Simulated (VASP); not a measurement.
# Al₂O₃: forms and broadenings of the independent-particle spectrum

Al₂O₃, P-3m1 (no. 164), 5 atoms in the cell. PBE, independent-particle dielectric function; PAW potentials Al, O (PBE set).

## Input

INCAR.step1:
```
SYSTEM = Al2O3
  PREC = Accurate
  ENCUT = 460
  ISMEAR = 0
  SIGMA = 0.02
  EDIFF = 1E-8
  LASPH = .TRUE.
  KPAR = 4
  LWAVE = .FALSE.
  LCHARG = .FALSE.
  LEPSILON = .TRUE.
```

INCAR.step2, as INCAR.step1 but for:
```
- LWAVE = .FALSE.
- LEPSILON = .TRUE.
+ LWAVE = .TRUE.
+ NBANDS = 68
```

INCAR.step3, as INCAR.step2 but for:
```
- EDIFF = 1E-8
- LWAVE = .TRUE.
+ EDIFF = 1E-7
+ LWAVE = .FALSE.
+ LOPTICS = .TRUE.
+ NEDOS = 2000
+ CSHIFT = 0.1
+ ALGO = None
+ NELM = 1
+ ISTART = 1
```

INCAR.step4, as INCAR.step3 but for:
```
+ LNABLA = .TRUE.
```

INCAR.step5, as INCAR.step4 but for:
```
- LNABLA = .TRUE.
+ LPEAD = .TRUE.
+ IPEAD = 2
```

INCAR.step6, as INCAR.step5 but for:
```
- IPEAD = 2
+ IPEAD = 1
```

INCAR.step7 changes the same tag again: IPEAD = 4.

INCAR.step8, as INCAR.step7 but for:
```
- CSHIFT = 0.1
- LPEAD = .TRUE.
- IPEAD = 4
+ CSHIFT = 0.05
```

INCAR.step9, as INCAR.step8 but for:
```
- CSHIFT = 0.05
+ CSHIFT = 0.2
```

INCAR.step10 changes the same tag again: CSHIFT = 0.03.

INCAR.step11, as INCAR.step10 but for:
```
- ISMEAR = 0
- CSHIFT = 0.03
+ ISMEAR = -5
+ CSHIFT = 0.1
```

INCAR.step12, as INCAR.step11 but for:
```
- ISMEAR = -5
- SIGMA = 0.02
+ ISMEAR = 0
+ SIGMA = 0.2
```

INCAR.step13, as INCAR.step12 but for:
```
- SIGMA = 0.2
+ SIGMA = 0.02
+ OMEGAMAX = 12
```

INCAR.step14, as INCAR.step13 but for:
```
- OMEGAMAX = 12
+ OMEGAMAX = 60
```

KPOINTS:
```
k-points
0
Gamma
  8 8 4
```

POSCAR:
```
Al2O3
1.0
    3.0174825440      0.0000000000      0.0000000000
   -1.5087412720      2.6132165386      0.0000000000
    0.0000000000      0.0000000000      7.5746360022
Al O
2 3
Direct
    0.0000000000      0.0000000000      0.7220490000
    0.0000000000      0.0000000000      0.2779510000
    0.0000000000      0.0000000000      0.5000000000
    0.6666666667      0.3333333333      0.8005460000
    0.3333333333      0.6666666667      0.1994540000
```

Commands (each step's output is kept before the next begins):
```
cat potpaw_PBE.64/Al/POTCAR potpaw_PBE.64/O/POTCAR > POTCAR
cp INCAR.step1 INCAR
mpirun -np 4 vasp_std > vasp.out
rm WAVECAR CHG
cp INCAR.step2 INCAR
mpirun -np 4 vasp_std > vasp.out
cp INCAR.step3 INCAR
mpirun -np 4 vasp_std > vasp.out
cp INCAR.step4 INCAR
mpirun -np 4 vasp_std > vasp.out
cp INCAR.step5 INCAR
mpirun -np 4 vasp_std > vasp.out
cp INCAR.step6 INCAR
mpirun -np 4 vasp_std > vasp.out
cp INCAR.step7 INCAR
mpirun -np 4 vasp_std > vasp.out
cp INCAR.step8 INCAR
mpirun -np 4 vasp_std > vasp.out
cp INCAR.step9 INCAR
mpirun -np 4 vasp_std > vasp.out
cp INCAR.step10 INCAR
mpirun -np 4 vasp_std > vasp.out
cp INCAR.step11 INCAR
mpirun -np 4 vasp_std > vasp.out
cp INCAR.step12 INCAR
mpirun -np 4 vasp_std > vasp.out
cp INCAR.step13 INCAR
mpirun -np 4 vasp_std > vasp.out
cp INCAR.step14 INCAR
mpirun -np 4 vasp_std > vasp.out
```

## Result

- Direct gap on the mesh (eV): 2.29
- Gap on the mesh (eV): 2.29
- Bands: 68

One ground state, settings moved in the last step alone:

| Settings | ε at zero frequency | Mean energy of the absorption, weighted by Im ε (eV) | Time (s) |
|---|---|---|---|
| longitudinal form, CSHIFT 0.1 | 3.04 | 12.30 | 2 |
| transversal form (LNABLA) | 3.02 | 12.27 | 2 |
| finite differences (LPEAD), order 2 | 3.03 | 12.32 | 4 |
| finite differences (LPEAD), order 1 | 2.97 | 12.39 | 3 |
| finite differences (LPEAD), order 4 | 3.03 | 12.30 | 6 |
| CSHIFT 0.05 | 3.04 | 12.30 | 2 |
| CSHIFT 0.2 | 3.04 | 12.28 | 2 |
| CSHIFT 0.03 | 3.04 | 12.25 | 2 |
| tetrahedron method | 3.02 | 12.34 | 3 |
| SIGMA 0.2 | 3.04 | 12.30 | 3 |
| OMEGAMAX 12, which cuts the spectrum short | 2.15 | – | 2 |
| OMEGAMAX 60 | 3.04 | 12.30 | 2 |

The mean energy covers the spectrum up to 20 eV.

On the same mesh, density-functional perturbation theory with local fields gives ε = 2.92.

Limits: The 8×8×4 mesh is coarse for a spectrum: peaks stand apart that a denser mesh merges, and ε at zero frequency can be far too high.

VASP 6.6.1 took 90 s on 4 cores (Intel Xeon 6975P-C (Granite Rapids)), a shared host.
